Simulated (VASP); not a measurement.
# SnTe (Fm-3m) in VASP: band structure with PBE

Aim: the band structure of SnTe with PBE.

Program: VASP 6.6.1. These are calculated values, not measurements. Logs are shortened: lines on timing, memory, paths and dates and some standing lists are left out, and cuts for length are marked.

**The experiment to reproduce.**

A printed reference work, textbook reports, for a bulk crystal of SnTe at 300 K: band gap 0.18 eV (direct).

The results are compared with them further down.

**1. The structure**

Symmetry: Fm-3m, No. 225, cubic system. The conventional cell has a = 6.409 Å, b = 6.409 Å, c = 6.409 Å, α = 90.00°, β = 90.00°, γ = 90.00°. Sn (site symmetry m-3m) has 6 Te at 3.20 Å as nearest neighbours. Te (site symmetry m-3m) is surrounded by 6 Sn at 3.20 Å.

**2. Band structure, PBE**

File POSCAR:

```
SnTe                                    
1.0
    0.0000000000      3.2045592203      3.2045592203
    3.2045592203     -0.0000000000      3.2045592203
    3.2045592203      3.2045592203     -0.0000000000
  Sn              Te            
     1     1
Direct
     0.0000000000000000    1.0000000000000000    1.0000000000000000
     0.5000000000000000    0.5000000000000000    0.5000000000000000
```

File INCAR.step1:

```
SYSTEM = SnTe
PREC = Accurate
ENCUT = 520
EDIFF = 1E-7
ISMEAR = 0
SIGMA = 0.02
LREAL = .False.
LASPH = .True.
NELM = 100
ALGO = Normal
ISIF = 2
LWAVE = .False.
LCHARG = .True.
GGA = PE
```

File KPOINTS.step1:

```
Automatic mesh
0
Gamma
  12 12 12
  0 0 0
```

File INCAR.step2:

```
SYSTEM = SnTe
PREC = Accurate
ENCUT = 520
EDIFF = 1E-7
ISMEAR = 0
SIGMA = 0.05
LREAL = .False.
LASPH = .True.
NELM = 100
ALGO = Normal
ISIF = 2
LWAVE = .False.
LCHARG = .False.
GGA = PE
ICHARG = 11
```

File KPOINTS.step2:

```
path GXWKGLUWLK,UX
15
line-mode
reciprocal
 0.0000000000  0.0000000000  0.0000000000  G
 0.5000000000  0.0000000000  0.5000000000  X

 0.5000000000  0.0000000000  0.5000000000  X
 0.5000000000  0.2500000000  0.7500000000  W

 0.5000000000  0.2500000000  0.7500000000  W
 0.3750000000  0.3750000000  0.7500000000  K

 0.3750000000  0.3750000000  0.7500000000  K
 0.0000000000  0.0000000000  0.0000000000  G

 0.0000000000  0.0000000000  0.0000000000  G
 0.5000000000  0.5000000000  0.5000000000  L

 0.5000000000  0.5000000000  0.5000000000  L
 0.6250000000  0.2500000000  0.6250000000  U

 0.6250000000  0.2500000000  0.6250000000  U
 0.5000000000  0.2500000000  0.7500000000  W

 0.5000000000  0.2500000000  0.7500000000  W
 0.5000000000  0.5000000000  0.5000000000  L

 0.5000000000  0.5000000000  0.5000000000  L
 0.3750000000  0.3750000000  0.7500000000  K

 0.6250000000  0.2500000000  0.6250000000  U
 0.5000000000  0.0000000000  0.5000000000  X
```

Potentials or basis: VASP PAW PBE potentials, release 64 (Sn_d, Te).

Run with:

```console
$ cat potpaw_PBE.64/Sn_d/POTCAR potpaw_PBE.64/Te/POTCAR > POTCAR
$ cp INCAR.step1 INCAR
$ cp KPOINTS.step1 KPOINTS
$ mpirun -np 1 vasp_std > vasp.out
$ cp INCAR.step2 INCAR
$ cp KPOINTS.step2 KPOINTS
$ mpirun -np 1 vasp_std > vasp.out
```

OUTCAR:

```text
SYSTEM = SnTe
   PREC = Accurate
   ENCUT = 520
   EDIFF = 1E-7
   ISMEAR = 0
   LREAL = .False.
   LASPH = .True.
   NELM = 100
   ISIF = 2
   GGA = PE
   ICHARG = 11

 ion  position               nearest neighbor table
   1  0.000  0.000  0.000-   2 3.20   2 3.20   2 3.20   2 3.20   2 3.20   2 3.20
   2  0.500  0.500  0.500-   1 3.20   1 3.20   1 3.20   1 3.20   1 3.20   1 3.20

  LATTYP: Found a face centered cubic cell.
 ALAT       =     6.4091184406

  Lattice vectors:

 A1 = (   0.0000000000,   3.2045592203,   3.2045592203)
 A2 = (   3.2045592203,   0.0000000000,   3.2045592203)
 A3 = (   3.2045592203,   3.2045592203,   0.0000000000)

Analysis of symmetry for initial positions (statically):
=====================================================================
 Subroutine PRICEL returns:
 Original cell was already a primitive cell.

 Routine SETGRP: Setting up the symmetry group for a
 face centered cubic supercell.

 Subroutine GETGRP returns: Found 48 space group operations
 (whereof 48 operations were pure point group operations)
 out of a pool of 48 trial point group operations.

The static configuration has the point symmetry O_h .

Analysis of symmetry for dynamics (positions and initial velocities):
=====================================================================
 Subroutine PRICEL returns:
 Original cell was already a primitive cell.

 Routine SETGRP: Setting up the symmetry group for a
 face centered cubic supercell.

 Subroutine GETGRP returns: Found 48 space group operations
 (whereof 48 operations were pure point group operations)
 out of a pool of 48 trial point group operations.

The dynamic configuration has the point symmetry O_h .

 Subroutine INISYM returns: Found 48 space group operations
 (whereof 48 operations are pure point group operations),
 and found     1 'primitive' translations

----------------------------------------------------------------------------------------

                                     Primitive cell

  volume of cell :      65.8165

  direct lattice vectors                    reciprocal lattice vectors
     0.000000000  3.204559220  3.204559220    -0.156027699  0.156027699  0.156027699
     3.204559220  0.000000000  3.204559220     0.156027699 -0.156027699  0.156027699
     3.204559220  3.204559220  0.000000000     0.156027699  0.156027699 -0.156027699

  length of vectors
     4.531931111  4.531931111  4.531931111     0.270247901  0.270247901  0.270247901

  position of ions in fractional coordinates (direct lattice)
     0.000000000  0.000000000  0.000000000
     0.500000000  0.500000000  0.500000000

  ion indices of the primitive-cell ions
   primitive index   ion index
                 1           1
                 2           2

----------------------------------------------------------------------------------------

 KPOINTS: path GXWKGLUWLK,UX

Interpolating k-points between supplied coordinates.

 Line segments in fractional coordinates (reciprocal lattice):
    0.000000  0.000000  0.000000  ...  0.500000  0.000000  0.500000
    0.500000  0.000000  0.500000  ...  0.500000  0.250000  0.750000
    0.500000  0.250000  0.750000  ...  0.375000  0.375000  0.750000
    0.375000  0.375000  0.750000  ...  0.000000  0.000000  0.000000
    0.000000  0.000000  0.000000  ...  0.500000  0.500000  0.500000
    0.500000  0.500000  0.500000  ...  0.625000  0.250000  0.625000
    0.625000  0.250000  0.625000  ...  0.500000  0.250000  0.750000
    0.500000  0.250000  0.750000  ...  0.500000  0.500000  0.500000
    0.500000  0.500000  0.500000  ...  0.375000  0.375000  0.750000
    0.625000  0.250000  0.625000  ...  0.500000  0.000000  0.500000

 Generated    15 points on each line segment, for a total of    150 k-points:

 Following reciprocal coordinates:
            Coordinates               Weight
  0.000000  0.000000  0.000000      0.006667
  0.035714  0.000000  0.035714      0.006667
  0.071429  0.000000  0.071429      0.006667
  0.107143  0.000000  0.107143      0.006667
  0.142857  0.000000  0.142857      0.006667
  0.178571  0.000000  0.178571      0.006667
[... 16 lines left out ...]
  0.500000  0.125000  0.625000      0.006667
  0.500000  0.142857  0.642857      0.006667
 [... further k-points ...]
   k-points           NKPTS =    150   k-points in BZ     NKDIM =    150   number of bands    NBANDS=     14
   number of dos      NEDOS =    301   number of ions     NIONS =      2
   total plane-waves  NPLWV =  46656
   dimension x,y,z NGX =    36 NGY =   36 NGZ =   36
   dimension x,y,z NGXF=    72 NGYF=   72 NGZF=   72
   ions per type =               1   1
   NGX,Y,Z   is equivalent  to a cutoff of  13.21, 13.21, 13.21 a.u.
   NGXF,Y,Z  is equivalent  to a cutoff of  26.41, 26.41, 26.41 a.u.
 SYSTEM =  SnTe
   PREC   = accura    normal or accurate (medium, high low for compatibility)
   ISTART =      0    job   : 0-new  1-cont  2-samecut
   ICHARG =     11    charge: 1-file 2-atom 10-const
   ISPIN  =      1    spin polarized calculation?
   LNONCOLLINEAR =      F non collinear calculations
   LSORBIT =      F    spin-orbit coupling
   LASPH  =      T    aspherical Exc in radial PAW
   ENCUT  =  520.0 eV  38.22 Ry    6.18 a.u.   8.43  8.43  8.43*2*pi/ulx,y,z
   NELM   =    100;   NELMIN=  2; NELMDL=  0     # of ELM steps
   EDIFF  = 0.1E-06   stopping-criterion for ELM
   LREAL  =      F    real-space projection
   EDIFFG = 0.1E-05   stopping-criterion for IOM
   NSW    =      0    number of steps for IOM
   IBRION =     -1    ionic relax: 0-MD 1-quasi-New 2-CG
   NFREE  =      0    steps in history (QN), initial steepest desc. (CG)
   ISIF   =      2    stress and relaxation
   ISYM   =      2    0-nonsym 1-usesym 2-fastsym
   POTIM  = 0.5000    time-step for ionic-motion
   TEBEG  =    0.0;   TEEND  =   0.0 temperature during run
   PSTRESS=    0.0 pullay stress
   NELECT =      20.0000    total number of electrons
   NUPDOWN=      -1.0000    fix difference up-down
   EMIN   =  10.00;   EMAX   =-10.00  energy-range for DOS
   EFERMI =   0.00;   METHOD = LEGACY
   ISMEAR =     0;   SIGMA  =   0.05  broadening in eV -4-tet -1-fermi 0-gaus
   EFERMI_NEDOS =   21; number of points for ismear=-14 and -15
   IALGO  =     38    algorithm
   IMIX   =      4    mixing-type and parameters
     AMIX     =   0.40;   BMIX     =  1.00
     AMIX_MAG =   1.60;   BMIX_MAG =  1.00
  volume/ion in A,a.u.               =      32.91       222.08
  Fermi-wavevector in a.u.,A,eV,Ry     =   1.100626  2.079882 16.481800  1.211378
  Thomas-Fermi vector in A             =   2.237040
   LORBIT       =      0    0 simple, 1 ext, 2 COOP (PROOUT), +10 PAW based schemes
   GGA     = PE    functional components
   LHFCALC =     F    Hartree Fock is set to
   AEXX    =    0.0000 exact exchange contribution
   IVDW    =     0    specifies the selected vdW correction
   LEPSILON=     F    determine dielectric tensor
   LRPA    =     F    only Hartree local field effects (RPA)
 non-spin polarized calculation
 Gauss-broadening in eV      SIGMA  =   0.05
  energy-cutoff  :      520.00
  volume of cell :       65.82
 maximum number of plane-waves:      1807
 NGX is ok and might be reduce to    36

 number of electron      20.0000005 magnetization

 Free energy of the ion-electron system (eV)
  ---------------------------------------------------
  ext. energy  EPLUGINS =         0.00000000
  ---------------------------------------------------
  free energy    TOTEN  =        -8.47183551 eV

  energy without entropy =       -8.47064896  energy(sigma->0) =       -8.47124223

 E-fermi :   6.3568     XC(G=0):  -9.2672

 val. band max:        6.3317230412   @ k =   0.5000   0.5000   0.5000
 cond. band min:       6.3822197603   @ k =   0.5000   0.5000   0.5000
 fundamental gap:      0.0504967191
 Fermi energy:         6.3567515114

 k-point     1 :       0.0000    0.0000    0.0000
  band No.  band energies     occupation
      1     -15.5513      2.00000
      2     -15.5513      2.00000
      3     -15.5462      2.00000
      4     -15.5462      2.00000
      5     -15.5462      2.00000
      6      -6.0998      2.00000
      7       1.4670      2.00000
      8       4.3303      2.00000
      9       4.3303      2.00000
     10       4.3303      2.00000
     11       9.5781      0.00000
     12       9.5781      0.00000
     13       9.5781      0.00000
     14      11.1795      0.00000

 k-point     2 :       0.0357    0.0000    0.0357
  band No.  band energies     occupation
      1     -15.5514      2.00000
      2     -15.5512      2.00000
      3     -15.5462      2.00000
      4     -15.5461      2.00000
      5     -15.5461      2.00000
      6      -6.0864      2.00000
      7       1.3937      2.00000
      8       4.3050      2.00000
      9       4.3050      2.00000
     10       4.4383      2.00000
     11       9.3350      0.00000
     12       9.5801      0.00000
     13       9.5801      0.00000
     14      11.0891      0.00000

 k-point     3 :       0.0714    0.0000    0.0714
  band No.  band energies     occupation
      1     -15.5518      2.00000
      2     -15.5511      2.00000
      3     -15.5463      2.00000
      4     -15.5458      2.00000
      5     -15.5458      2.00000
      6      -6.0464      2.00000
      7       1.2040      2.00000
      8       4.2320      2.00000
      9       4.2320      2.00000
     10       4.7271      2.00000
     11       8.7589      0.00000
     12       9.5920      0.00000
     13       9.5920      0.00000
     14      10.8656      0.00000
[... 324 lines left out ...]
 k-point    23 :       0.5000    0.1250    0.6250
  band No.  band energies     occupation
      1     -15.5625      2.00000
      2     -15.5490      2.00000
      3     -15.5475      2.00000
      4     -15.5393      2.00000
      5     -15.5375      2.00000
      6      -4.6487      2.00000
      7      -0.5416      2.00000
      8       1.3027      2.00000
      9       2.4858      2.00000
     10       3.8973      2.00000
     11       9.2375      0.00000
     12       9.4204      0.00000
     13      11.2743      0.00000
     14      11.9700      0.00000

 k-point    24 :       0.5000    0.1429    0.6429
  band No.  band energies     occupation
      1     -15.5620      2.00000
      2     -15.5494      2.00000
      3     -15.5470      2.00000
      4     -15.5398      2.00000
      5     -15.5375      2.00000
      6      -4.6399      2.00000
      7      -0.6226      2.00000
      8       1.3589      2.00000
      9       2.3959      2.00000
     10       4.1619      2.00000
     11       8.8629      0.00000
     12       9.6145      0.00000
     13      11.3558      0.00000
     14      11.8607      0.00000

 [... further k-points ...]

------------------------ aborting loop because EDIFF is reached ----------------------------------------

  FORCE on cell =-STRESS in cart. coord.  units (eV):
  Direction    XX          YY          ZZ          XY          YZ          ZX
  --------------------------------------------------------------------------------------
  -------------------------------------------------------------------------------------
  Total       -0.9713132     -0.9713132     -0.9713132     -0.0000000      0.0000000     -0.0000000
  in kB      -23.6447623    -23.6447623    -23.6447623     -0.0000000      0.0000000     -0.0000000
  external PRESSURE =     -23.6447623 kB  Pullay stress =       0.0000000 kB

 VOLUME and BASIS-vectors are now :
 -----------------------------------------------------------------------------
  energy-cutoff  :      520.00
  volume of cell :       65.82
      direct lattice vectors                 reciprocal lattice vectors
     0.000000000  3.204559220  3.204559220    -0.156027699  0.156027699  0.156027699
     3.204559220  0.000000000  3.204559220     0.156027699 -0.156027699  0.156027699
     3.204559220  3.204559220  0.000000000     0.156027699  0.156027699 -0.156027699

 POSITION                                       TOTAL-FORCE (eV/Angst)
 -----------------------------------------------------------------------------------
      0.00000      0.00000      0.00000         0.000000      0.000000      0.000000
      3.20456      3.20456      3.20456        -0.000000      0.000000      0.000000
 -----------------------------------------------------------------------------------
    total drift:                               -0.000000      0.000000      0.000000

  FREE ENERGIE OF THE ION-ELECTRON SYSTEM (eV)
  ---------------------------------------------------
  free  energy   TOTEN  =        -8.4718355057 eV

  energy  without entropy=       -8.4706489596  energy(sigma->0) =       -8.47124223
```

Wall time 2 min (1 thread of Intel Xeon Platinum 8488C (Sapphire Rapids), shared host); peak memory 0.3 GiB.

What came out:

| Item | Value |
| --- | --- |
| Band gap on the k mesh | 0.05 eV, direct |
| Band gap along the path | 0.05 eV, direct |

Levels at the corners of the path, in eV from the valence-band top:
| point | band 7 | band 8 | band 9 | band 10 | band 11 | band 12 | band 13 | band 14 |
| --- | --- | --- | --- | --- | --- | --- | --- | --- |
| Γ | -4.86 | -2.00 | -2.00 | -2.00 | 3.25 | 3.25 | 3.25 | 4.85 |
| X | -6.43 | -5.22 | -3.49 | -3.49 | 2.38 | 4.69 | 4.69 | 6.02 |
| X | -6.43 | -5.22 | -3.49 | -3.49 | 2.38 | 4.69 | 4.69 | 6.02 |
| W | -7.21 | -4.51 | -4.51 | -0.81 | 0.85 | 4.59 | 4.59 | 5.88 |
| W | -7.21 | -4.51 | -4.51 | -0.81 | 0.85 | 4.59 | 4.59 | 5.88 |
| K | -7.24 | -4.84 | -3.03 | -2.58 | 2.92 | 3.00 | 4.22 | 5.31 |
| K | -7.24 | -4.84 | -3.03 | -2.58 | 2.92 | 3.00 | 4.22 | 5.31 |
| Γ | -4.86 | -2.00 | -2.00 | -2.00 | 3.25 | 3.25 | 3.25 | 4.85 |
| Γ | -4.86 | -2.00 | -2.00 | -2.00 | 3.25 | 3.25 | 3.25 | 4.85 |
| L | -8.07 | -1.68 | -1.68 | 0.00 | 0.05 | 0.45 | 0.45 | 7.67 |
| L | -8.07 | -1.68 | -1.68 | 0.00 | 0.05 | 0.45 | 0.45 | 7.67 |
| U | -7.24 | -4.84 | -3.03 | -2.58 | 2.92 | 3.00 | 4.22 | 5.31 |
| U | -7.24 | -4.84 | -3.03 | -2.58 | 2.92 | 3.00 | 4.22 | 5.31 |
| W | -7.21 | -4.51 | -4.51 | -0.81 | 0.85 | 4.59 | 4.59 | 5.88 |
| W | -7.21 | -4.51 | -4.51 | -0.81 | 0.85 | 4.59 | 4.59 | 5.88 |
| L | -8.07 | -1.68 | -1.68 | 0.00 | 0.05 | 0.45 | 0.45 | 7.67 |
| L | -8.07 | -1.68 | -1.68 | 0.00 | 0.05 | 0.45 | 0.45 | 7.67 |
| K | -7.24 | -4.84 | -3.03 | -2.58 | 2.92 | 3.00 | 4.22 | 5.31 |
| U | -7.24 | -4.84 | -3.03 | -2.58 | 2.92 | 3.00 | 4.22 | 5.31 |
| X | -6.43 | -5.22 | -3.49 | -3.49 | 2.38 | 4.69 | 4.69 | 6.02 |

Caveat: the log is that of the step along the path at fixed density, whose energy, stress, charges and moments have no meaning; spin-orbit coupling is left out, which moves the levels of the heavy elements.

**3. Against experiment**

Step 2. A measured gap of SnTe is 0.18 eV (direct; 300 K; a printed reference work, textbook); the calculated 0.05 eV misses it by -0.13 eV. Spin-orbit coupling on Sn, Te is left out. The value is that of PBE, without temperature or zero-point motion. Semilocal functionals fall short of measured gaps as a rule.
